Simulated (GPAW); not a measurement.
Input of a GPAW 26.7.0 run:

The input run.py:

```python
from ase.dft.bandgap import bandgap
from ase.io import read, write
from gpaw import GPAW, PW
from gpaw.response.df import DielectricFunction

atoms = read('Ga.xyz')

calc = GPAW(mode=PW(500),
            xc='PBE',
            kpts={'size': (11, 11, 11), 'gamma': True},
            occupations={'name': 'fermi-dirac', 'width': 0.05},
            nbands=7,
            convergence={'density': 1e-06},
            maxiter=150,
            txt='gpaw.txt')
atoms.calc = calc
energy = atoms.get_potential_energy()
calc.write('gs.gpw')
write('result.traj', atoms)
print(f'Energy: {energy:.6f} eV')
print('Fermi level:', round(calc.get_fermi_level(), 4), 'eV')
print(f'Gap: {bandgap(calc)[0]:.4f} eV, direct: {bandgap(calc, direct=True)[0]:.4f} eV')

dense = calc.fixed_density(kpts={'size': (34, 34, 34), 'gamma': True},
                           nbands=18, convergence={'bands': 12, 'eigenstates': 1e-7},
                           update_fermi_level=True, txt='dense.txt')
dense.write('dense.gpw', mode='all')

df = DielectricFunction('dense.gpw', frequencies={'type': 'nonlinear', 'domega0': 0.05, 'omega2': 10},
                        eta=0.1, ecut=50, nbands=12, rate='eta', txt='df.txt')
for direction in ['x', 'z']:
    df.get_dielectric_function(xc='RPA', direction=direction, filename=f'df_{direction}.csv')
```

Contents of Ga.xyz:

```xyz
1
Lattice="-1.4026165814 1.4026165814 2.3416381643 1.4026165814 -1.4026165814 2.3416381643 1.4026165814 1.4026165814 -2.3416381643" Properties=species:S:1:pos:R:3 pbc="T T T"
Ga     0.0000000000      0.0000000000      0.0000000000
```

Potentials or basis: GPAW PAW data sets (gpaw-data 1.2.1), pw.

The run is started by

```sh
$ OMP_NUM_THREADS=1 python run.py
```

**Question.** Estimate the band gap on the k mesh.

**Answer.** None (metal or under the smearing width).

Dielectric function (mean over the directions given):
```
energy (eV)  real part  imaginary part
       0.88    -137.13           69.62
       1.26     -78.52           57.15
       1.77     -56.63           26.81
       2.30     -35.87           12.67
       2.66     -27.66            8.11
       3.17     -19.01            4.85
       3.69     -14.28            2.76
       4.16     -11.11            2.17
       4.51      -9.36            1.70
       5.01      -7.40            1.25
       5.53      -5.92            0.91
       5.91      -5.09            0.70
       6.39      -4.20            0.59
       6.87      -3.51            0.45
       7.38      -2.91            0.36
       7.81      -2.49            0.30
       8.25      -2.12            0.25
       8.80      -1.74            0.20
       9.18      -1.51            0.18
       9.66      -1.26            0.17
      10.16      -1.05            0.14
      10.67      -0.85            0.12
      11.09      -0.71            0.11
      11.52      -0.58            0.10
      12.08      -0.44            0.09
      12.42      -0.36            0.08
      12.88      -0.26            0.08
      13.48      -0.15            0.07
      13.97      -0.07            0.08
      14.35      -0.01            0.07
      14.86       0.06            0.07
      15.39       0.12            0.06
      15.80       0.16            0.06
      16.36       0.22            0.06
      16.93       0.27            0.05
      17.51       0.32            0.05
      17.96       0.35            0.05
      18.58       0.40            0.05
      19.22       0.43            0.05
      19.87       0.47            0.04
```

Caveat: the intraband term hangs on this k mesh; the long-wavelength limit can be off by a per cent or two; independent-particle spectra lack excitons.
